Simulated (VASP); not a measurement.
# CdO (Fm-3m) in VASP: notebook

Runs on CdO. Level: PBE. Tasks: single point.

Everything below comes from runs of VASP 6.6.1. Logs are shortened: lines on timing, memory, paths and dates and some standing lists are left out, and cuts for length are marked.

## (1) The undisturbed crystal

Symmetry: Fm-3m, No. 225, cubic system. The conventional cell has a = 4.699 Å, b = 4.699 Å, c = 4.699 Å, α = 90.00°, β = 90.00°, γ = 90.00°. Around Cd (site symmetry m-3m) lie 6 O at 2.35 Å. Around O (site symmetry m-3m) lie 6 Cd at 2.35 Å.

## (2) Single point, PBE (a relaxed cell with its volume scaled by 0.94)

Input file INCAR:

```
SYSTEM = CdO
PREC = Accurate ; ENCUT = 900
EDIFF = 1E-7 ; ISMEAR = 0
SIGMA = 0.02 ; LREAL = .FALSE.
LASPH = .TRUE. ; NELM = 100
ALGO = Normal ; ISIF = 2
LWAVE = .FALSE. ; LCHARG = .FALSE.
GGA = PE ; NBANDS = 16
```

Input file KPOINTS:

```
regular mesh
0
G
  12 12 12
  0 0 0
```

Input file POSCAR:

```
CdO                                     
1.0
    0.0000000000      2.3403961082      2.3403961082
    2.3403961082      0.0000000000      2.3403961082
    2.3403961082      2.3403961082      0.0000000000
  Cd              O             
     1     1
Direct
     0.0000000000000000    0.0000000000000000    0.0000000000000000
     0.5000000000000000    0.5000000000000000    0.5000000000000000
```

Potentials or basis: VASP PAW PBE potentials, release 64 (Cd, O_h).

Launch:

```
cat potpaw_PBE.64/Cd/POTCAR potpaw_PBE.64/O_h/POTCAR > POTCAR
mpirun -np 1 vasp_std > vasp.out
```

OUTCAR:

```text
SYSTEM = CdO
   PREC = Accurate
   ENCUT = 900
   EDIFF = 1E-7
   ISMEAR = 0
   LREAL = .FALSE.
   LASPH = .TRUE.
   NELM = 100
   ISIF = 2
   GGA = PE

 ion  position               nearest neighbor table
   1  0.000  0.000  0.000-   2 2.34   2 2.34   2 2.34   2 2.34   2 2.34   2 2.34
   2  0.500  0.500  0.500-   1 2.34   1 2.34   1 2.34   1 2.34   1 2.34   1 2.34

  LATTYP: Found a face centered cubic cell.
 ALAT       =     4.6807922164

  Lattice vectors:

 A1 = (   0.0000000000,   2.3403961082,   2.3403961082)
 A2 = (   2.3403961082,   0.0000000000,   2.3403961082)
 A3 = (   2.3403961082,   2.3403961082,   0.0000000000)

Analysis of symmetry for initial positions (statically):
=====================================================================
 Subroutine PRICEL returns:
 Original cell was already a primitive cell.

 Routine SETGRP: Setting up the symmetry group for a
 face centered cubic supercell.

 Subroutine GETGRP returns: Found 48 space group operations
 (whereof 48 operations were pure point group operations)
 out of a pool of 48 trial point group operations.

The static configuration has the point symmetry O_h .

Analysis of symmetry for dynamics (positions and initial velocities):
=====================================================================
 Subroutine PRICEL returns:
 Original cell was already a primitive cell.

 Routine SETGRP: Setting up the symmetry group for a
 face centered cubic supercell.

 Subroutine GETGRP returns: Found 48 space group operations
 (whereof 48 operations were pure point group operations)
 out of a pool of 48 trial point group operations.

The dynamic configuration has the point symmetry O_h .

 Subroutine INISYM returns: Found 48 space group operations
 (whereof 48 operations are pure point group operations),
 and found     1 'primitive' translations

----------------------------------------------------------------------------------------

                                     Primitive cell

  volume of cell :      25.6388

  direct lattice vectors                    reciprocal lattice vectors
     0.000000000  2.340396108  2.340396108    -0.213639049  0.213639049  0.213639049
     2.340396108  0.000000000  2.340396108     0.213639049 -0.213639049  0.213639049
     2.340396108  2.340396108  0.000000000     0.213639049  0.213639049 -0.213639049

  length of vectors
     3.309819918  3.309819918  3.309819918     0.370033688  0.370033688  0.370033688

  position of ions in fractional coordinates (direct lattice)
     0.000000000  0.000000000  0.000000000
     0.500000000  0.500000000  0.500000000

  ion indices of the primitive-cell ions
   primitive index   ion index
                 1           1
                 2           2

----------------------------------------------------------------------------------------

 KPOINTS: regular mesh

Automatic generation of k-mesh.
 Grid dimensions read from file:
 generate k-points for:   12   12   12

 Generating k-lattice:

  Cartesian coordinates                     Fractional coordinates (reciprocal lattice)
    -0.017803254  0.017803254  0.017803254     0.083333333  0.000000000  0.000000000
     0.017803254 -0.017803254  0.017803254     0.000000000  0.083333333  0.000000000
     0.017803254  0.017803254 -0.017803254     0.000000000  0.000000000  0.083333333

  Length of vectors
     0.030836141  0.030836141  0.030836141

  Shift w.r.t. Gamma in fractional coordinates (k-lattice)
     0.000000000  0.000000000  0.000000000

 Subroutine IBZKPT returns following result:
 ===========================================

 Found     72 irreducible k-points:

 Following reciprocal coordinates:
            Coordinates               Weight
  0.000000  0.000000  0.000000      1.000000
  0.083333  0.000000  0.000000      8.000000
  0.166667  0.000000  0.000000      8.000000
  0.250000  0.000000  0.000000      8.000000
  0.333333  0.000000  0.000000      8.000000
  0.416667  0.000000  0.000000      8.000000
[... 16 lines left out ...]
  0.500000  0.166667  0.000000     24.000000
 -0.416667  0.166667  0.000000     24.000000
 [... further k-points ...]
   k-points           NKPTS =     72   k-points in BZ     NKDIM =     72   number of bands    NBANDS=     16
   number of dos      NEDOS =    301   number of ions     NIONS =      2
   total plane-waves  NPLWV =  32768
   dimension x,y,z NGX =    32 NGY =   32 NGZ =   32
   dimension x,y,z NGXF=    64 NGYF=   64 NGZF=   64
   ions per type =               1   1
   NGX,Y,Z   is equivalent  to a cutoff of  16.07, 16.07, 16.07 a.u.
   NGXF,Y,Z  is equivalent  to a cutoff of  32.15, 32.15, 32.15 a.u.
 SYSTEM =  CdO
   PREC   = accura    normal or accurate (medium, high low for compatibility)
   ISTART =      0    job   : 0-new  1-cont  2-samecut
   ICHARG =      2    charge: 1-file 2-atom 10-const
   ISPIN  =      1    spin polarized calculation?
   LNONCOLLINEAR =      F non collinear calculations
   LSORBIT =      F    spin-orbit coupling
   LASPH  =      T    aspherical Exc in radial PAW
   ENCUT  =  900.0 eV  66.15 Ry    8.13 a.u.   8.10  8.10  8.10*2*pi/ulx,y,z
   NELM   =    100;   NELMIN=  2; NELMDL= -5     # of ELM steps
   EDIFF  = 0.1E-06   stopping-criterion for ELM
   LREAL  =      F    real-space projection
   EDIFFG = 0.1E-05   stopping-criterion for IOM
   NSW    =      0    number of steps for IOM
   IBRION =     -1    ionic relax: 0-MD 1-quasi-New 2-CG
   NFREE  =      0    steps in history (QN), initial steepest desc. (CG)
   ISIF   =      2    stress and relaxation
   ISYM   =      2    0-nonsym 1-usesym 2-fastsym
   POTIM  = 0.5000    time-step for ionic-motion
   TEBEG  =    0.0;   TEEND  =   0.0 temperature during run
   PSTRESS=    0.0 pullay stress
   NELECT =      18.0000    total number of electrons
   NUPDOWN=      -1.0000    fix difference up-down
   EMIN   =  10.00;   EMAX   =-10.00  energy-range for DOS
   EFERMI =   0.00;   METHOD = LEGACY
   ISMEAR =     0;   SIGMA  =   0.02  broadening in eV -4-tet -1-fermi 0-gaus
   EFERMI_NEDOS =   21; number of points for ismear=-14 and -15
   IALGO  =     38    algorithm
   IMIX   =      4    mixing-type and parameters
     AMIX     =   0.40;   BMIX     =  1.00
     AMIX_MAG =   1.60;   BMIX_MAG =  1.00
  volume/ion in A,a.u.               =      12.82        86.51
  Fermi-wavevector in a.u.,A,eV,Ry     =   1.455011  2.749572 28.804312  2.117057
  Thomas-Fermi vector in A             =   2.572095
   LORBIT       =      0    0 simple, 1 ext, 2 COOP (PROOUT), +10 PAW based schemes
   GGA     = PE    functional components
   LHFCALC =     F    Hartree Fock is set to
   AEXX    =    0.0000 exact exchange contribution
   IVDW    =     0    specifies the selected vdW correction
   LEPSILON=     F    determine dielectric tensor
   LRPA    =     F    only Hartree local field effects (RPA)
 non-spin polarized calculation
 Gauss-broadening in eV      SIGMA  =   0.02
  energy-cutoff  :      900.00
  volume of cell :       25.64
 maximum number of plane-waves:      1592
   NGX = 17   NGY = 17   NGZ = 17

 number of electron      18.0000001 magnetization

 Free energy of the ion-electron system (eV)
  ---------------------------------------------------
  ext. energy  EPLUGINS =         0.00000000
  ---------------------------------------------------
  free energy    TOTEN  =        -7.68583458 eV

  energy without entropy =       -7.68580691  energy(sigma->0) =       -7.68582075

 E-fermi :   2.4676     XC(G=0): -11.7676

 val. band max:        2.4511260671   @ k =   0.5000   0.0000   0.0000
 cond. band min:       2.8446602267   @ k =   0.0833   0.0000   0.0000
 fundamental gap:      0.3935341597
 Fermi energy:         2.4675602602

 k-point     1 :       0.0000    0.0000    0.0000
  band No.  band energies     occupation
      1     -15.0039      2.00000
      2      -4.2771      2.00000
      3      -4.2771      2.00000
      4      -4.2771      2.00000
      5      -3.9629      2.00000
      6      -3.9629      2.00000
[... 8 lines left out ...]
     15      20.8074      0.00000
     16      20.8074      0.00000

 k-point     2 :       0.0833    0.0000    0.0000
  band No.  band energies     occupation
      1     -14.9542      2.00000
      2      -4.3060      2.00000
      3      -4.2625      2.00000
      4      -4.2625      2.00000
      5      -4.0156      2.00000
      6      -4.0156      2.00000
[... 8 lines left out ...]
     15      20.9790      0.00000
     16      20.9790      0.00000

 k-point     3 :       0.1667    0.0000    0.0000
  band No.  band energies     occupation
      1     -14.8155      2.00000
      2      -4.4108      2.00000
      3      -4.3132      2.00000
      4      -4.3132      2.00000
      5      -4.0564      2.00000
      6      -4.0564      2.00000
[... 8 lines left out ...]
     15      21.4163      0.00000
     16      21.4163      0.00000

 k-point     4 :       0.2500    0.0000    0.0000
  band No.  band energies     occupation
      1     -14.6172      2.00000
      2      -4.6227      2.00000
      3      -4.5068      2.00000
      4      -4.5068      2.00000
      5      -3.9622      2.00000
      6      -3.9622      2.00000
[... 8 lines left out ...]
     15      22.0991      0.00000
     16      22.0991      0.00000
[... 324 lines left out ...]
 k-point    22 :       0.4167    0.1667    0.0000
  band No.  band energies     occupation
      1     -14.3316      2.00000
      2      -4.8572      2.00000
      3      -4.6753      2.00000
      4      -4.4954      2.00000
      5      -3.8936      2.00000
      6      -3.6894      2.00000
[... 8 lines left out ...]
     15      23.9197      0.00000
     16      25.4105      0.00000

 k-point    23 :       0.5000    0.1667    0.0000
  band No.  band energies     occupation
      1     -14.2264      2.00000
      2      -4.9734      2.00000
      3      -4.7054      2.00000
      4      -4.6552      2.00000
      5      -3.7885      2.00000
      6      -3.6776      2.00000
[... 8 lines left out ...]
     15      23.7502      0.00000
     16      24.6918      0.00000

 k-point    24 :      -0.4167    0.1667    0.0000
  band No.  band energies     occupation
      1     -14.2041      2.00000
      2      -5.0406      2.00000
      3      -4.7501      2.00000
      4      -4.6524      2.00000
      5      -3.7345      2.00000
      6      -3.7090      2.00000
[... 8 lines left out ...]
     15      23.1559      0.00000
     16      23.4115      0.00000

 [... further k-points ...]

------------------------ aborting loop because EDIFF is reached ----------------------------------------

  FORCE on cell =-STRESS in cart. coord.  units (eV):
  Direction    XX          YY          ZZ          XY          YZ          ZX
  --------------------------------------------------------------------------------------
  -------------------------------------------------------------------------------------
  Total        1.4663077      1.4663077      1.4663077      0.0000000      0.0000000     -0.0000000
  in kB       91.6299842     91.6299842     91.6299842      0.0000000      0.0000000     -0.0000000
  external PRESSURE =      91.6299842 kB  Pullay stress =       0.0000000 kB

 VOLUME and BASIS-vectors are now :
 -----------------------------------------------------------------------------
  energy-cutoff  :      900.00
  volume of cell :       25.64
      direct lattice vectors                 reciprocal lattice vectors
     0.000000000  2.340396108  2.340396108    -0.213639049  0.213639049  0.213639049
     2.340396108  0.000000000  2.340396108     0.213639049 -0.213639049  0.213639049
     2.340396108  2.340396108  0.000000000     0.213639049  0.213639049 -0.213639049

 POSITION                                       TOTAL-FORCE (eV/Angst)
 -----------------------------------------------------------------------------------
      0.00000      0.00000      0.00000         0.000000     -0.000000     -0.000000
      2.34040      2.34040      2.34040        -0.000000      0.000000      0.000000
 -----------------------------------------------------------------------------------
    total drift:                                0.000000     -0.000000     -0.000000

  FREE ENERGIE OF THE ION-ELECTRON SYSTEM (eV)
  ---------------------------------------------------
  free  energy   TOTEN  =        -7.6858345844 eV

  energy  without entropy=       -7.6858069085  energy(sigma->0) =       -7.68582075
```

Run time: 19 s. Hardware: 1 thread of Intel Xeon 6975P-C (Granite Rapids), shared host; peak memory 0.22 GiB.

What came out:

```
Free energy            : -7.6858 eV
Pressure               : 9.2 GPa
Band gap on the k mesh : none (metal or under the smearing width)
```

Caveat: the cutoff is under 1.25 times the usual one of these potentials, so pressure, stress and relaxed cells hold a basis-set (Pulay) error.

## (3) Single point, PBE (a relaxed cell with its volume scaled by 1.06)

INCAR is that of step 2.

KPOINTS is that of step 2.

Input file POSCAR:

```
CdO                                     
1.0
    0.0000000000      2.4360266649      2.4360266649
    2.4360266649      0.0000000000      2.4360266649
    2.4360266649      2.4360266649      0.0000000000
  Cd              O             
     1     1
Direct
     0.0000000000000000    0.0000000000000000    0.0000000000000000
     0.5000000000000000    0.5000000000000000    0.5000000000000000
```

Potentials or basis: VASP PAW PBE potentials, release 64 (Cd, O_h).

Launch:

```
cat potpaw_PBE.64/Cd/POTCAR potpaw_PBE.64/O_h/POTCAR > POTCAR
mpirun -np 1 vasp_std > vasp.out
```

It took 31 s on 1 thread of Intel Xeon 6975P-C (Granite Rapids), shared host; peak memory 0.24 GiB.

It converged, with:

```yaml
Free_energy: -7.7038 eV
Pressure: -6.4 GPa
Band_gap_on_the_k_mesh: none (metal or under the smearing width)
```

Levels at points of the mesh, in eV from the Fermi level:
| k point | band 6 | band 7 | band 8 | band 9 | band 10 | band 11 | band 12 | band 13 |
| --- | --- | --- | --- | --- | --- | --- | --- | --- |
| (0.00, 0.00, 0.00) | -6.34 | -0.98 | -0.98 | -0.98 | -0.64 | 14.78 | 16.27 | 16.27 |
| (0.50, 0.00, 0.00) | -6.15 | -3.56 | -0.02 | -0.02 | 4.36 | 6.54 | 11.37 | 11.37 |
| (0.50, 0.50, 0.00) | -5.86 | -3.62 | -1.83 | -1.83 | 3.41 | 8.07 | 10.81 | 12.43 |

Caveat: the cutoff is under 1.25 times the usual one of these potentials, so pressure, stress and relaxed cells hold a basis-set (Pulay) error.

## (4) Single point, PBE (a relaxed cell with its volume scaled by 0.91)

INCAR is that of step 3.

KPOINTS is that of step 3.

Input file POSCAR:

```
CdO                                     
1.0
    0.0000000000      2.3152286081      2.3152286081
    2.3152286081      0.0000000000      2.3152286081
    2.3152286081      2.3152286081      0.0000000000
  Cd              O             
     1     1
Direct
     0.0000000000000000    0.0000000000000000    0.0000000000000000
     0.5000000000000000    0.5000000000000000    0.5000000000000000
```

Launch:

```
cat potpaw_PBE.64/Cd/POTCAR potpaw_PBE.64/O_h/POTCAR > POTCAR
mpirun -np 1 vasp_std > vasp.out
```

It took 23 s on 1 thread of Intel Xeon 6975P-C (Granite Rapids), shared host; peak memory 0.21 GiB.

It converged, with:

```
Free energy            : -7.6221 eV
Pressure               : 15.1 GPa
Band gap on the k mesh : none (metal or under the smearing width)
```

Levels at points of the mesh, in eV from the Fermi level:
```
           k point  band 7  band 8  band 9  band 10  band 11  band 12
(0.00, 0.00, 0.00)   -1.52   -1.52   -1.52    -0.36    15.03    17.33
(0.50, 0.00, 0.00)   -3.93   -0.02   -0.02     4.45     7.61    12.16
(0.50, 0.50, 0.00)   -4.68   -2.55   -2.55     4.06     8.73    11.37
```

Caveat: the cutoff is under 1.25 times the usual one of these potentials, so pressure, stress and relaxed cells hold a basis-set (Pulay) error; so large a pressure means that the cell lies far from this level's equilibrium, or that cutoff or potentials fall short.

(Part 1 of 2 ends here.)
